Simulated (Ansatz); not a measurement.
Input file for Ansatz (a quantum-chemistry and plane-wave program):

Ansatz 0.2 input:
```yaml
crystal:
  lattice:
    - [2.6933768431, 0.0, 0.0]
    - [0.0, 2.6933768431, 0.0]
    - [0.0, 0.0, 3.7268251109]
  atoms:
    - { symbol: Pt, position: [0.5, 0.5, 0.5], spin: 0.45 }
    - { symbol: Co, position: [0.0, 0.0, 0.0], spin: 1.9 }
kpoints:
  mp_grid: { grid: [26, 26, 19] }
hamiltonian:
  xc: pbe
  pseudopotentials: { kind: paw }
magnetization: { spin_polarized: true }
scf:
  occupations: { method: fermi_dirac, width: 0.1 }
elastic: { mode: relaxed_ion, stencil: two_point, amplitude: 0.005, f_tol: 0.0005 }
```

Output (shortened):

```
Pseudopotential: Pt, paw, valence charge 18
Pseudopotential: Co, paw, valence charge 17
Functional definition: PBE
a single point of the input's cell can leave the moments in the input for a lower state (scf.lower_state_search) …
Crystal: 2 atoms, lattice volume = 27.035 Å³
Basis set: ecut = 420 eV, 529 PW (Γ), exchange–correlation on 40×40×54 points (8 copies of the dense FFT grid, shifted against one another)
Bands: 23, of which v1, the nominal top of the filled ones, is band 18 counted from 1 (17 counted from 0)
Symmetry: 16 space group operations
Space group: P4/mmm (ITA 123), of the structure as read, at distance tolerance 3.0e-5 Å
k-points: 1050 of 12844
Starting moments: Σ|m| = 2.35 μB on 2 of 2 sites
SCF 1 converged in 11 iterations: F = -17649.373302 eV  dr2 = 1.06e-8
a single point of the input's cell can leave the moments in the input for a lower state (scf.lower_state_search) …
Crystal: 2 atoms, lattice volume = 27.035 Å³
Stability of the state it starts from, as read at its close in the collinear treatment …
Starting moments: Σ|m| = 2.35 μB on 2 of 2 sites; this step starts from the density that it was given
SCF 2 converged in 10 iterations: F = -17649.373302 eV  dr2 = 6.70e-14
Crystal: 2 atoms, lattice volume = 26.900 Å³
Symmetry: 8 space group operations
k-points: 1960 of 12844
SCF 3 converged in 15 iterations: F = -17649.371981 eV  dr2 = 3.26e-14
Crystal: 2 atoms, lattice volume = 27.171 Å³
SCF 4 converged in 14 iterations: F = -17649.372874 eV  dr2 = 1.35e-14
Crystal: 2 atoms, lattice volume = 26.900 Å³
SCF 5 converged in 15 iterations: F = -17649.372618 eV  dr2 = 3.84e-15
Crystal: 2 atoms, lattice volume = 27.171 Å³
SCF 6 converged in 12 iterations: F = -17649.372704 eV  dr2 = 2.72e-15
Crystal: 2 atoms, lattice volume = 27.035 Å³
Symmetry: 4 space group operations
k-points: 3472 of 12844
SCF 7 converged in 13 iterations: F = -17649.373029 eV  dr2 = 1.17e-14
Crystal: 2 atoms, lattice volume = 27.035 Å³
SCF 8 converged in 11 iterations: F = -17649.373029 eV  dr2 = 2.22e-14
Crystal: 2 atoms, lattice volume = 27.035 Å³
k-points: 1830 of 12844
SCF 9 converged in 14 iterations: F = -17649.373160 eV  dr2 = 5.88e-15
Crystal: 2 atoms, lattice volume = 27.035 Å³
SCF 10 converged in 11 iterations: F = -17649.373160 eV  dr2 = 2.72e-14
SCF converged after 10 iterations
Magnetization: 2.2742 μB (18.6371 up, 16.3629 down)
Absolute magnetization: 2.4491 μB (∫|ρ↑−ρ↓|, with the PAW one-centre terms)
Spin contamination: 0.0517 ħ² per cell (⟨S²⟩ above its minimum at these occupations)
Per-site moments (μB) at R_I (Å): [(0.4134774057033035, 1.0990973877769892), (1.941114913510541, 1.0990973877769892)]
Free energy (F): -17649.373302 eV
Harris-Foulkes:  -17649.373302 eV  (|F-HF|=0.00e0)
Internal energy: -17649.296833 eV  (E = F + TS)
E sigma→0 (E₀):  -17649.335068 eV
Entropy (-TS):   -0.076469 eV (-38.235 meV/atom)
Fermi energy:    20.548598 eV
--- Per-component energies (eV) ---
  E_band       = -395.766049
  E_kinetic    = 1087.736298
  E_local      = -4454.137865  (includes V_loc(G=0)·N_el)
  E_nonlocal   = 656.410749
  E_hartree    = 1799.766564
  E_xc         = -420.050733
  E_vxc        = -507.025726  (∫ρ·V_xc dr)
  E_paw        = -10970.000422  (= ΣΔE_a)
  E_vpaw       = -778.282889  (= ΣTr[D̂ρ^β])
  E_aug_tail   = 0.000244  (compensation charges beyond the density's cutoff)
  E_ewald      = -5349.021669
  E_smearing   = -0.076469  (= −TS)
  E_closure    = 0.000000  (closes the sum)
  Σ components = -17649.373302   (vs F -17649.373302, Δ=0.00e0)
--- Forces (eV/Å), atoms counted from 1 ---
  atom   1  Pt     0.00000000     0.00000000     0.00000000
  atom   2  Co     0.00000000     0.00000000     0.00000000
  max |Σ_I F_I| component: 0.0 eV/Å
--- Stress (GPa, compression-positive) ---
        0.511981       0.000000       0.000000
        0.000000       0.511981       0.000000
        0.000000       0.000000       0.045883
  P = ⅓ Tr σ = 0.3566 GPa (3.566 kbar)
--- Band table (eV; the first three rows and the last of 2100) ---
  k-point 0 ↑: bands = ["-78.1764", "-75.7336", "-38.9874", "-38.9657", "-38.9657", "-32.3860", "-32.2740", "-32.2740", "10.8631", "14.2789", "14.2885", "17.1914", "17.1914", "17.6128", "18.5582", "18.8577", "20.0759", "20.1126", "20.1126", "22.6967", …
  k-point 1 ↑: bands = ["-78.1764", "-75.7337", "-38.9874", "-38.9657", "-38.9657", "-32.3864", "-32.2740", "-32.2740", "10.8974", "14.2928", "14.2974", "17.2049", "17.2049", "17.5990", "18.5636", "18.8419", "20.0695", "20.0812", "20.0812", "22.5121", …
  k-point 2 ↑: bands = ["-78.1763", "-75.7337", "-38.9873", "-38.9657", "-38.9657", "-32.3873", "-32.2740", "-32.2740", "10.9993", "14.3236", "14.3334", "17.2453", "17.2453", "17.5587", "18.5795", "18.7955", "19.9896", "19.9896", "20.0506", "22.0199", …
  k-point 1049 ↓: bands = ["-77.8878", "-73.4171", "-36.7762", "-36.7762", "-36.7322", "-32.2742", "-32.2742", "-32.0109", "14.4802", "15.8135", "15.8135", "18.0402", "18.8425", "18.8425", "19.1340", "20.3132", "21.3828", "21.6317", "27.8776", "27.8776", …
--- Elastic constants: 4 strain directions × 2 members + reference (group order 16) ---
  dense FFT box of the reference and of every strained cell: 20×20×27
  strains applied: 11, 33, 23, 12; error gains …
  C = ∂σ_k/∂η_j (tension-positive GPa; Voigt order 11 22 33 23 13 12):
       414.610     95.036    160.938      0.000      0.000      0.000
        95.036    414.610    160.938      0.000      0.000      0.000
       160.421    160.421    303.448      0.000      0.000      0.000
         0.000      0.000      0.000    129.145      0.000      0.000
         0.000      0.000      0.000      0.000    129.145      0.000
         0.000      0.000      0.000      0.000      0.000     66.848
  reference stress σ⁰ (GPa):     -0.512     -0.512     -0.046      0.000      0.000      0.000
  moduli (Voigt/Reuss/Hill, GPa): K = 218.38/217.41/217.90   G = 112.78/101.17/106.97   E = 275.79   ν = 0.289
  mechanically stable: yes (min eigenvalue of sym C = 66.85 GPa)
  strain η (Voigt 11):  stress-route row diagonal C_11 = 414.61 GPa, energy-path curvature d²(F+E_count+ΔE)/dδ²/Ω₀ = 414.55 GPa
         δ    σ_11 (GPa)             F (eV)   n_scf  n_hpsi   n_pw
    -5.000e-3      -2.6444      -17649.3719812      15  2217448    546   relax 0 steps, max|allowed force component| 0.0 eV/Å
     5.000e-3       1.5017      -17649.3728742      14  2119287    552   relax 0 steps, max|allowed force component| 0.0 eV/Å
  strain η (Voigt 33):  stress-route row diagonal C_33 = 303.45 GPa, energy-path curvature d²(F+E_count+ΔE)/dδ²/Ω₀ = 303.56 GPa
         δ    σ_33 (GPa)             F (eV)   n_scf  n_hpsi   n_pw
    -5.000e-3      -1.5843      -17649.3726178      15  1314489    548   relax 0 steps, max|allowed force component| 0.0 eV/Å
     5.000e-3       1.4502      -17649.3727044      12  1068065    556   relax 0 steps, max|allowed force component| 0.0 eV/Å
  strain η (Voigt 23):  stress-route row diagonal C_44 = 129.15 GPa, energy-path curvature d²(F+E_count+ΔE)/dδ²/Ω₀ = 129.39 GPa
         δ    σ_23 (GPa)             F (eV)   n_scf  n_hpsi   n_pw
    -5.000e-3      -0.6457      -17649.3730287      13  4175773    551   relax 0 steps, max|allowed force component| 0.00e0 eV/Å
     5.000e-3       0.6457      -17649.3730287      11  3396429    551   relax 0 steps, max|allowed force component| 0.00e0 eV/Å
  strain η (Voigt 12):  stress-route row diagonal C_66 = 66.85 GPa, energy-path curvature d²(F+E_count+ΔE)/dδ²/Ω₀ = 67.16 GPa
         δ    σ_12 (GPa)             F (eV)   n_scf  n_hpsi   n_pw
    -5.000e-3      -0.3342      -17649.3731598      14  2284171    548   relax 0 steps, max|allowed force component| 0.0 eV/Å
     5.000e-3       0.3342      -17649.3731598      11  1866132    548   relax 0 steps, max|allowed force component| 0.0 eV/Å
```

Cost: about 23 core-minutes (a rough figure) on shared cores.

The cell was relaxed with PBE under the symmetry of its start. The final state is ferromagnetic, chosen from 5 collinear starts compared on coarse meshes (ties went to the first, and starts can fall back to one state), not a proven ground state. Textbook magnetic order: ferromagnetic. As this level gives no gap, shear constants depend on the k-mesh and smearing (Fermi–Dirac, 0.1 eV here). Axis ratios of metals converge slowly with the k-mesh, so a and c are less sure than the volume. On the denser mesh and wider smearing of the elastic run this cell carries a stress of 0.5 GPa. Scalar-relativistic: spin–orbit coupling is off unless named, which matters more the heavier the elements.

Potentials: the later of the program's two PAW sets.

Ansatz is a plane-wave DFT program.
